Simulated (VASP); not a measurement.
## A VASP 6.6.1 single-point calculation on CdSe

INCAR

```
AMIX = 0.8
NSW = 0
LCHARG = .FALSE.
PREC = Accurate
LREAL = .FALSE.
GGA = PE
IBRION = -1
NELM = 51
ENCUT = 520
LASPH = .TRUE.
EDIFF = 1E-7
NBANDS = 16
LWAVE = .FALSE.
ISIF = 2
SIGMA = 0.02
ISMEAR = -1
```

KPOINTS

```
KPOINTS created by Atomic Simulation Environment
0
Gamma
12 12 12
0 0 0
```

POSCAR

```
Cd Se
 1.0000000000000000
     0.0000000000000000    3.0371031557000001    3.0371031557000001
     3.0371031557000001    0.0000000000000000    3.0371031557000001
     3.0371031557000001    3.0371031557000001    0.0000000000000000
 Cd  Se
   1   1
Cartesian
  0.0000000000000000  0.0000000000000000  0.0000000000000000
  1.5185515778500005  1.5185515778500005  1.5185515778500005
```

The recommended PBE PAW datasets give the neutral cell 18 valence electrons.

Command

```
mpirun -np 1 vasp_std
```

OSZICAR

```
N       E                     dE             d eps       ncg     rms          rms(c)
DAV:   1     0.110005638892E+03    0.11001E+03   -0.88782E+03  2336   0.101E+03
DAV:   2    -0.166798998979E+01   -0.11167E+03   -0.10561E+03  2784   0.250E+02
DAV:   3    -0.581921522822E+01   -0.41512E+01   -0.41449E+01  2776   0.505E+01
DAV:   4    -0.583659005615E+01   -0.17375E-01   -0.17374E-01  2928   0.329E+00
DAV:   5    -0.583669658082E+01   -0.10652E-03   -0.10652E-03  2840   0.223E-01    0.629E+00
DAV:   6    -0.553655817360E+01    0.30014E+00   -0.19762E+00  3400   0.169E+01    0.579E+00
DAV:   7    -0.545961480823E+01    0.76943E-01   -0.41009E-01  2712   0.875E+00    0.199E+00
DAV:   8    -0.546377718487E+01   -0.41624E-02   -0.36777E-02  2816   0.182E+00    0.767E-01
DAV:   9    -0.546279407687E+01    0.98311E-03   -0.35213E-03  2656   0.637E-01    0.147E-01
DAV:  10    -0.546277833772E+01    0.15739E-04   -0.39468E-04  2912   0.148E-01    0.418E-02
DAV:  11    -0.546276303690E+01    0.15301E-04   -0.52844E-05  2912   0.796E-02    0.124E-02
DAV:  12    -0.546276359802E+01   -0.56112E-06   -0.42733E-06  2504   0.149E-02    0.339E-03
DAV:  13    -0.546276340027E+01    0.19775E-06   -0.69057E-08  2376   0.197E-03    0.763E-04
DAV:  14    -0.546276339109E+01    0.91766E-08   -0.15625E-08  1400   0.837E-04
   1 F= -.54627634E+01 E0= -.54627634E+01  d E =-.308013E-09
```

From OUTCAR

```
k-points           NKPTS =     72   k-points in BZ     NKDIM =     72   number of bands    NBANDS=     16

   NELECT =      18.0000    total number of electrons

   dimension x,y,z NGX =    32 NGY =   32 NGZ =   32
   dimension x,y,z NGXF=    64 NGYF=   64 NGZF=   64

  energy-cutoff  :      520.00
  volume of cell :       56.03
      direct lattice vectors                 reciprocal lattice vectors
     0.000000000  3.037103156  3.037103156    -0.164630562  0.164630562  0.164630562
     3.037103156  0.000000000  3.037103156     0.164630562 -0.164630562  0.164630562
     3.037103156  3.037103156  0.000000000     0.164630562  0.164630562 -0.164630562

 k-points in reciprocal lattice and weights: KPOINTS created by Atomic Simulation Env
   0.00000000  0.00000000  0.00000000       0.001
   0.08333333  0.00000000  0.00000000       0.005
   0.16666667  0.00000000  0.00000000       0.005
   0.25000000  0.00000000  0.00000000       0.005
   0.33333333  0.00000000  0.00000000       0.005
   0.41666667  0.00000000  0.00000000       0.005
   0.50000000  0.00000000  0.00000000       0.002
   0.08333333  0.08333333  0.00000000       0.003
   ...

 E-fermi :   1.2960

 k-point     1 :       0.0000    0.0000    0.0000
  band No.  band energies     occupation
      1     -11.6433      2.00000
      2      -6.9739      2.00000
      3      -6.9739      2.00000
      4      -6.9739      2.00000
      5      -6.5948      2.00000
      6      -6.5948      2.00000
      7       0.9735      2.00000
      8       0.9735      2.00000
      9       0.9735      2.00000
     10       1.5917      0.00000
     11       6.9095      0.00000
     12       6.9095      0.00000
     13       6.9095      0.00000
     14      10.7775      0.00000
     15      12.0833      0.00000
     16      12.0833      0.00000

 k-point     2 :       0.0833    0.0000    0.0000
  band No.  band energies     occupation
      1     -11.6185      2.00000
      2      -6.9658      2.00000
      3      -6.9658      2.00000
      4      -6.9530      2.00000
      5      -6.5954      2.00000
      6      -6.5954      2.00000
      7       0.2507      2.00000
      8       0.9146      2.00000
      9       0.9146      2.00000
     10       2.2235      0.00000
     11       6.7850      0.00000
     12       7.0072      0.00000
     13       7.0072      0.00000
     14      11.1853      0.00000
     15      11.5918      0.00000
     16      11.5918      0.00000

 k-point     3 :       0.1667    0.0000    0.0000
  band No.  band energies     occupation
      1     -11.5505      2.00000
      2      -6.9447      2.00000
      3      -6.9447      2.00000
      4      -6.8855      2.00000
      5      -6.5957      2.00000
      6      -6.5957      2.00000
      7      -0.7359      2.00000
      8       0.7617      2.00000
      9       0.7617      2.00000
     10       2.8999      0.00000
     11       6.6839      0.00000
     12       7.2352      0.00000
     13       7.2352      0.00000
     14      11.1099      0.00000
     15      11.1099      0.00000
     16      11.5166      0.00000

 ...

  Total        1.1870626      1.1870626      1.1870626     -0.0000000      0.0000000      0.0000000
  in kB       33.9449821     33.9449821     33.9449821     -0.0000000      0.0000000      0.0000000
  external PRESSURE =      33.9449821 kB  Pullay stress =       0.0000000 kB

 POSITION                                       TOTAL-FORCE (eV/Angst)
 -----------------------------------------------------------------------------------
      0.00000      0.00000      0.00000        -0.000000     -0.000000     -0.000000
      1.51855      1.51855      1.51855         0.000000      0.000000      0.000000
 -----------------------------------------------------------------------------------
    total drift:                               -0.000000     -0.000000     -0.000000

  FREE ENERGIE OF THE ION-ELECTRON SYSTEM (eV)
  ---------------------------------------------------
  free  energy   TOTEN  =        -5.4627633911 eV

  energy  without entropy=       -5.4627633908  energy(sigma->0) =       -5.46276339
```

It converged. Results: gap between bands v and c on the k mesh 0.62 eV; least direct gap on the k mesh 0.62 eV; pressure 3.4 GPa. Band v is the last that the valence electrons fill when counted band by band, and c is the next.

For comparison, a separate PBE run of the intended cell, on usual settings and not on those above, gives a gap of 0.62 eV on its mesh and a pressure of 3.4 GPa.

The run above took about 46 s on one core of a shared host (Intel Xeon Platinum 8488C) and held 0.21 GiB at most.
